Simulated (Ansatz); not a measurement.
An input for the plane-wave PAW code Ansatz:

```yaml
crystal:
  lattice:
    - [4.7469288572, 0.0, 0.0]
    - [0.0, 4.7469288572, 0.0]
    - [0.0, 0.0, 4.7469288572]
  atoms:
    - { symbol: Ag, position: [0.75, 0.75, 0.75] }
    - { symbol: Ag, position: [0.75, 0.25, 0.25] }
    - { symbol: Ag, position: [0.25, 0.25, 0.75] }
    - { symbol: Ag, position: [0.25, 0.75, 0.25] }
    - { symbol: O, position: [0.0, 0.0, 0.0] }
    - { symbol: O, position: [0.5, 0.5, 0.5] }
basis:
  ecutwfc: 420
  ecutrho_ratio: 4
kpoints:
  mp_grid: { grid: [6, 6, 6] }
hamiltonian:
  xc: pbe
scf:
  occupations: { method: gaussian, width: 0.05 }
output:
  forces: true
  stress: true
  eigenvalues: true
```

Launched as:
```sh
ansatz run input.yaml --threads 4 --pin off --max-ram 7168MiB --backend cpu --events-out ev --progress --plain --runs-dir out
```

The chain of runs began from a cell as deposited in COD, expanded in volume.

Question: Before reading the output: what should come out?

Answer: Pressure 3.2 GPa, gap on the mesh zero (metallic) (PBE, scalar-relativistic).

The output:

```
Pseudopotentials: kind: paw
Pseudopotential: Ag, paw, valence charge 19, recommended cutoff 420 eV (normal), Ag.paw.azcp
Pseudopotential: O, paw, valence charge 6, recommended cutoff 420 eV (normal), O.paw.azcp
Crystal: 6 atoms, lattice volume = 106.964 Å³
Basis set: ecut = 420 eV, 2103 PW (Γ), exchange–correlation on 64×64×64 points (8 copies of the dense FFT grid, shifted against one another)
Bands: 53, of which v1, the nominal top of the filled ones, is band 44 counted from 1 (43 counted from 0)
Symmetry: 48 space group operations
Space group: Pn-3m (ITA 224), of the structure as read, at distance tolerance 4.7e-5 Å
k-points: 20 of 216
Initial density: superposition of atomic densities (neutral atoms: chi_scale 0, normalization atom), corrected by the library's trained network
Initial wavefunctions: pseudopotential atomic-orbital guess
Functional: x = pbe(κ = 0.804, μ = 0.21951), c = pbe(β = 0.06672)
```

```
SCF iter   1: F=—  HF=-31492.643891 eV  |F-HF|=—  |Δ(HF+E_count)|=         —  Δρ=3.39e-3  dr2=1.56e-2  ethr=1.77e-3  ⟨swp⟩=6.0  Hψ=3404  notcnv=0  defer=2
SCF iter   2: F=—  HF=-31492.644177 eV  |F-HF|=—  |Δ(HF+E_count)|=   2.85e-4  Δρ=1.31e-3  dr2=1.57e-3  ethr=1.77e-5  ⟨swp⟩=2.4  Hψ=1803  notcnv=0  defer=23
SCF iter   3: F=—  HF=-31492.644026 eV  |F-HF|=—  |Δ(HF+E_count)|=   1.51e-4  Δρ=5.78e-4  dr2=6.12e-4  ethr=1.78e-6  ⟨swp⟩=2.0  Hψ=1317  notcnv=0  defer=9
SCF iter   4: F=—  HF=-31492.643972 eV  |F-HF|=—  |Δ(HF+E_count)|=   5.41e-5  Δρ=2.10e-4  dr2=4.38e-5  ethr=6.96e-7  ⟨swp⟩=2.2  Hψ=1548  notcnv=0  defer=9
SCF iter   5: F=—  HF=-31492.643805 eV  |F-HF|=—  |Δ(HF+E_count)|=   1.67e-4  Δρ=8.68e-5  dr2=4.93e-6  ethr=4.98e-8  ⟨swp⟩=2.0  Hψ=1554  notcnv=0  defer=9
SCF iter   6: F=—  HF=-31492.643807 eV  |F-HF|=—  |Δ(HF+E_count)|=   2.78e-6  Δρ=1.73e-5  dr2=1.87e-7  ethr=5.60e-9  ⟨swp⟩=2.0  Hψ=1525  notcnv=0  defer=9
SCF iter   7: F=-31492.643808 eV  HF=-31492.643808 eV  |F-HF|=6.13e-9  |Δ(HF+E_count)|=   1.13e-7  Δρ=5.22e-6  dr2=1.67e-8  ethr=1.14e-10  ⟨swp⟩=7.3  Hψ=3884  notcnv=0
```

```
SCF 1 converged in 7 iterations: F = -31492.643808 eV  dr2 = 1.67e-8
SCF converged after 7 iterations
Free energy (F): -31492.643808 eV
E sigma→0 (E₀):  -31492.643594 eV
Entropy (-TS):   -0.000427 eV (-0.071 meV/atom)
Fermi energy:    10.653540 eV
--- Forces (eV/Å), atoms counted from 1 ---
  atom   1  Ag     0.00000000     0.00000000     0.00000000
  atom   2  Ag     0.00000000     0.00000000     0.00000000
  atom   3  Ag     0.00000000     0.00000000     0.00000000
  atom   4  Ag     0.00000000     0.00000000     0.00000000
  atom   5  O      0.00000000     0.00000000     0.00000000
  atom   6  O      0.00000000     0.00000000     0.00000000
--- Stress (GPa, compression-positive) ---
        3.202372       0.000000       0.000000
        0.000000       3.202372       0.000000
        0.000000       0.000000       3.202372
  P = ⅓ Tr σ = 3.2024 GPa (32.024 kbar)
```

Cost: 1.6 s on 4 threads of Arm Neoverse V1, on a shared host, peak memory 0.45 GiB.
